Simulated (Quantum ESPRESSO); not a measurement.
Crystal: ZrS.

```
Zr S
1.0
     0.00000    2.62500    2.62500
     2.62500    0.00000    2.62500
     2.62500    2.62500    0.00000
Zr S
1 1
Direct
  0.00000 0.00000 0.00000
  0.50000 0.50000 0.50000
```

Base run:

* Program: Quantum ESPRESSO 7.5
* Functional: PBEsol
* Potentials or basis: GBRV 1.5 PBEsol
* Cutoff: 612 eV
* Density cutoff: 4898 eV
* k mesh: 9 × 9 × 9
* Occupations: fermi-dirac, width 0.05 eV
* Spin: no spin polarisation
* Hubbard terms: Zr d U = 2 eV

Its results: band gap on the k mesh none (metal or under the smearing width); pressure -4.6 GPa.

Question: The run is repeated on the same cell with these changes: hubbard terms from Zr d U = 2 eV to Zr d U = 8 eV. What comes out?

Answer: Band gap on the k mesh none (metal or under the smearing width); pressure 3.4 GPa.

Caveats: U without spin polarisation on a metal has little footing.
